Four fluorine atoms held at a fixed distance from a metal atom invite comparison with four equal charges on a sphere. Such charges settle into a tetrahedron, and any other arrangement costs energy because some of them come closer together. At first sight, two distorted shapes with the same shortest fluorine–fluorine distance should then cost comparable amounts. The scan contains such a pair, at 45° and 90°, and their costs differ about fivefold.

Restricted B3LYP/def2-SVP calculations with density fitting in PySCF 2.14.0 for singlet TiF4 (non-relativistic) and HfF4 (scalar-relativistic core potential ECP60 on Hf). Bonds are held at their relaxed lengths, 1.73 Å for Ti–F and 1.91 Å for Hf–F, while the angles change along a D2d path. Energies are relative to each molecule's relaxed structure.

```csv
"angle of each bond to the S4 axis, D2d path (°)",E F4Ti (kJ/mol),E F4Hf (kJ/mol)
45.00,54.3,42.4
50.00,11.8,8.9
54.74,0.0,0.0
60.00,12.6,9.9
66.00,52.5,43.8
72.00,112.5,97.4
78.00,180.8,158.1
84.00,237.1,208.4
90.00,259.5,228.4
```

**The path**

The angle $\theta$ is measured between each metal–fluorine bond and the S4 axis. Two bonds point up in one plane, and two point down in the plane at right angles to it. At 54.74° the molecule is a tetrahedron, and at 90° all four bonds lie in one plane and form a square. Smaller angles squeeze each pair together, while larger angles flatten the molecule. The bond length $R$ stays fixed in each molecule, so the energies measure the cost of bending alone.

**What repulsion explains**

Close to the tetrahedron, squeezing is the stiffer direction. TiF4 needs 54.3 kJ/mol at 45°, less than 10° from its minimum, but 52.5 kJ/mol at 66°, more than 11° away. The sphere picture accounts for this. Squeezing by one degree closes the angle within each pair by two degrees, whereas flattening by one degree closes the four angles between the pairs by only about one degree. A few contacts that close quickly cost more than many that close slowly, because repulsion steepens at short distance.

The fading of the rise near 90° follows from symmetry. Beyond the square, the bonds that pointed up point down, and the molecule runs back to an equivalent tetrahedron. The energy must therefore be level at 90°. For TiF4 the climb is steepest between 72° and 78°, at 68.3 kJ/mol, and only 22.4 kJ/mol remains for the last step of equal size. The square is thus the top of this path, not a second stable shape.

**Where repulsion falls short**

The shapes at 45° and 90° allow a sharper test. Their shortest fluorine–fluorine distance is the same, $\sqrt{2}R$, but the first has two such contacts and the second has four. If the repulsion is so short-ranged that only these contacts count, the square costs twice as much.

The opposite limit is a repulsion that varies slowly over the molecule, such as a very wide Gaussian in the distance $r$. The sum of $r^2$ over the six fluorine pairs is the same in all three shapes, so the first difference appears in the sum of $r^4$. In units of $R^4$, this sum exceeds its tetrahedral value by $4/3$ at 45° and by $16/3$ at 90°. The square then costs four times as much.

Four is also the upper limit for any repulsion that can be built by adding decaying Gaussians, which includes all inverse powers and decaying exponentials. Coulomb repulsion gives 3.1. The calculation gives 4.8 for TiF4 and 5.4 for HfF4. A fixed repulsion of this kind between the fluorines therefore cannot produce these curves, whatever its strength. The test assumes that each molecule keeps its lowest electronic state along the path. The curves are smooth, but the stability of that state was not tested, and a lower state at the square would reduce the ratio for that molecule.

**What the square loses**

Theory offers a cause in the bonds themselves. In both molecules the metal has formally given up its outer d electrons, and the fluorines donate electron density back into the empty d orbitals. Four fluorine orbitals pointing at the metal form four combinations, and each can donate into the d shell only through a d orbital of matching symmetry. At the square the molecule has a centre of inversion. Two of the combinations change sign under inversion while every d orbital keeps its sign, so these two lose their d partners.

The strength of each match can be expressed as a squared overlap, with the value 1 for a single fluorine on the axis of the $d_{z^2}$ orbital. At the tetrahedron three combinations have strength $4/3$ each, and the fourth, in which all four orbitals have the same sign, has none. At the square one has strength 3, another has 1, and two have none. The total is 4 at every angle, so bending redistributes this d bonding without changing the sum. The count covers only orbitals that point at the metal; sideways (π) donation from fluorine is left out.

Redistribution still costs energy, because donation has diminishing returns. Take a filled and an empty level separated by an energy $\Delta$ and coupled by $V$. The filled level is lowered by about $V^2/\Delta - V^4/\Delta^3$. If $\Delta$ is taken to be the same for every combination, the first term adds up to the same total at all angles. The second takes away most where the strength is concentrated in one combination, as it is at the square.

At 45° the strengths are 1.5, 1.5, 0.75 and 0.25, and the sum of their squares is slightly below that of the tetrahedron. In this picture, squeezing costs repulsion but almost no d bonding, whereas full flattening costs both. If the loss of d bonding is large enough, it lifts the cost ratio above the limit for repulsion alone. The loss of d bonding is inferred from the overlaps and was not computed separately.

**A two-term estimate**

The argument can be condensed into

$$E(\theta)=a\,C(\theta)+b\,D(\theta).$$

Here $E$ is the energy above the tetrahedron, and $C$ is the rise in Coulomb repulsion if every fluorine carried a full negative charge. $D$ is the sum of the squared strengths less its tetrahedral value, $16/3$. The constants $a$ and $b$ were fitted separately for each molecule to all nine rows.

For square TiF4, $D = 3^2 + 1^2 - 16/3 = 4.67$, and $C$ is 124 kJ/mol. With $a = 1.39$ and $b = 18.2$ kJ/mol, the terms are $1.39\times124 = 172$ and $18.2\times4.67 = 85$ kJ/mol. Their sum is 257 kJ/mol, against 259.5 in the table. This row was part of the fit, so the agreement shows that the formula is consistent with the curve but does not predict it.

Over the whole scan the typical miss is about 2 kJ/mol for TiF4 and somewhat less for HfF4. Coulomb repulsion alone, with its strength fitted, misses the TiF4 curve by about 12 kJ/mol. For TiF4 the two-term form misses most at 72°, where it lies some 3 kJ/mol too high, and almost as much at 45°, where it lies too low. The printed output after this text gives the fits in full.

The two terms should not be read as measured shares of the energy. The constants can partly compensate for each other, and $a$ exceeds 1, although fluorines in these molecules can hardly carry more than a full charge. The first term must therefore stand in for something besides Coulomb repulsion. The repulsion between overlapping filled fluorine shells, known as Pauli repulsion, is a plausible candidate, but it was not calculated separately.

**Why TiF4 is stiffer**

TiF4 costs more than HfF4 at every distorted angle. At 50° and 60° the difference is only about 3 kJ/mol, too little to lean on with this small basis set, but at the square it reaches 31.1 kJ/mol. The Hf–F bond is about 10% longer, so at any given angle the fluorines around hafnium are farther apart. Weaker repulsion in HfF4 is the natural first explanation.

The shape of the difference supports it. Between 45° and 90° the extra cost of TiF4 grows by a factor of 2.6, within the range of two to four derived above. For a repulsion that follows an inverse power of distance, the difference between two bond lengths must show the same ratio as the repulsion itself. The extra cost of TiF4 is thus compatible with repulsion alone, although the total cost is not.

This also suggests why the two molecules become more alike in relative terms as they flatten. TiF4 costs 28% more than HfF4 at 45° but only 14% more at 90°. If both lose a similar amount of d bonding at the square, that common cost dilutes the difference in repulsion.

The size of the difference is less well explained than its shape. Full point charges at the two bond lengths would account for only about 12 of the 31 kJ/mol at the square. Pauli repulsion, which falls off faster with distance, may supply part of the rest. The hafnium calculation also includes relativistic effects through its core potential while the titanium one is non-relativistic, so the remainder cannot be assigned to bond length alone.

**How to use the planar values**

The energies at 90° are costs for rigid bonds. A real molecule passing through the square could adjust its bond lengths and relieve some of the strain. The values of 259.5 and 228.4 kJ/mol are therefore upper bounds to the bond-relaxed planar energies in the same electronic state. They are suited to comparing the resistance to bending, not to serving directly as barriers in a rate estimate.

The analysis program printed:

```
fit of e0 on 9 rows: coefficient of repTi 1.975 +/- 0.059; rms 11.8, worst 45.0 24, leave-one-out rms 13.8
fit of e0 on 9 rows: coefficient of repTi 1.387 +/- 0.04, coefficient of crowd 18.22 +/- 1.2; rms 2.03, worst 72.0 3.25, leave-one-out rms 3.79
fit of e1 on 9 rows: coefficient of repHf 1.227 +/- 0.031, coefficient of crowd 19.06 +/- 0.84; rms 1.41, worst 45.0 -2.3, leave-one-out rms 2.73
TiF4 cost at 90 deg over cost at 45 deg: 4.779
HfF4 cost at 90 deg over cost at 45 deg: 5.387
same ratio for Coulomb repulsion between the fluorines: 3.123
upper limit of this ratio for pair repulsion made of decaying Gaussians: 4
TiF4 cost over HfF4 cost at 45 deg: 1.281
TiF4 cost over HfF4 cost at 90 deg: 1.136
Ti-Hf difference at 90 deg over that at 45 deg: 2.613
Ti-Hf difference at 90 deg from full point charges, kJ/mol: 11.67
Hf-F bond length over Ti-F bond length: 1.104
Parts of the argument (energies in kJ/mol):
    row  TiF4 step from row above  Ti less Hf  full-charge repulsion Ti  full-charge repulsion Hf  d strength of each of two combinations lost at 90  d strength of in-plane combination  two-term miss Ti  two-term miss Hf
   45.0                       n/a        11.9                     39.66                     35.92                                                1.5                                0.75            -3.076            -2.305
   50.0                     -42.5         2.9                       8.4                     7.609                                              1.455                               1.033           -0.6933           -0.1388
  54.74                     -11.8           0                 6.494e-06                 5.882e-06                                              1.333                               1.334         9.011e-06         7.217e-06
   60.0                      12.6         2.7                     8.262                     7.484                                              1.125                               1.687           -0.2358            0.2237
   66.0                      39.9         8.7                     32.45                     29.39                                             0.8284                               2.089             1.066               1.2
   72.0                        60        15.1                      63.9                     57.88                                             0.5182                               2.454             3.247             1.947
   78.0                      68.3        22.7                     94.21                     85.34                                             0.2482                               2.746             2.836             1.957
   84.0                      56.3        28.7                     115.9                       105                                            0.06484                               2.935            -0.399           -0.2219
   90.0                      22.4        31.1                     123.8                     112.2                                           2.25e-32                                   3            -2.691            -1.868
```
